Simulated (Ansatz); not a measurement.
Ga, DFT, PBEsol, PAW with Ansatz's default frozen-core files, scalar-relativistic (Ansatz 0.2.0), run on 1 thread of Arm Neoverse V2 on a shared host.

The structure is an experimental refinement, used without relaxation. The listed cell was then made from it by scaling, straining or moving an atom.

Command: `ansatz run input.yaml --threads 1 --pin off --max-ram 3072MiB --backend cpu --events-out ev --progress --plain --runs-dir out`

```yaml
crystal:
  lattice:
    - [1.3944302704, -4.0597783686, 0.0]
    - [1.3944302704, 4.0597783686, 0.0]
    - [-0.1184207052, 0.0, 3.3574513307]
  atoms:
    - { symbol: Ga, position: [0.869, 0.131, 0.25] }
    - { symbol: Ga, position: [0.131, 0.869, 0.75] }
kpoints:
  mp_grid: { grid: [14, 14, 11] }
scf:
  occupations: { method: fermi_dirac, width: 0.03 }
hamiltonian:
  xc: pbesol
  pseudopotentials: { kind: paw }
output:
  forces: true
  stress: true
  eigenvalues: true
  efg: { contact_densities: true }
```

Problem. How large is the problem that the program sets up?

Solution. 582 irreducible k-points, 759 plane waves at Γ, 17 bands.

Problem. Estimate the wall time and the peak memory.

Solution. 19 s of wall time for 7 SCF iterations, with a peak of 0.57 GiB. Times on shared machines scatter by tens of per cent.

Problem. And the same cell and mesh by all-electron LAPW, asked for forces, stress, eigenvalues, on the same hardware?

Solution. 2 min, peak memory 1.4 GiB.
